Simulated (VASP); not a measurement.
A run of VASP 6.6.1:

File run.py:

```python
from ase.calculators.vasp import Vasp
from ase.dft.bandgap import bandgap
from ase.spacegroup import crystal

atoms = crystal(
    ['Zr', 'N'],
    basis=[[0.5, 0.0, 0.0], [0.0, 0.0, 0.0]],
    spacegroup=225,
    setting=1,
    cellpar=[4.6, 4.6, 4.6, 90.0, 90.0, 90.0],
    primitive_cell=True,
)
calc = Vasp(
    directory='calc',
    xc='pbesol',
    pp='PBE',
    setups='gw',
    prec='Accurate',
    encut=550,
    ediff=1e-06,
    ismear=0,
    sigma=0.1,
    lreal=False,
    lasph=True,
    nelm=80,
    algo='Fast',
    isif=2,
    lwave=False,
    lcharg=False,
    kpts=[10, 10, 10],
    gamma=True,
)
atoms.calc = calc

print('energy (eV):', atoms.get_potential_energy())
print('free energy (eV):', atoms.get_potential_energy(force_consistent=True))
print('forces (eV/A):')
print(atoms.get_forces())
print('stress (eV/A^3, Voigt):', atoms.get_stress())
print('Fermi level (eV):', calc.get_fermi_level())
gap, top, bottom = bandgap(calc)
print('band gap (eV):', gap, 'from (spin, k, band)', top, 'to', bottom)
```

Potentials or basis: VASP PAW PBE potentials, release 64 (Zr_sv_GW, N_GW).

Launch:

```bash
$ python run.py
```

Hardware: 1 thread of Intel(R) Xeon(R) Platinum 8488C (Sapphire Rapids), on a shared host.

Q: Estimate the wall time of this run.

A: It took 29 s on 1 thread of Intel(R) Xeon(R) Platinum 8488C (Sapphire Rapids) (shared host), peak memory 0.17 GiB. Counts: scf iterations 19, k points 47.
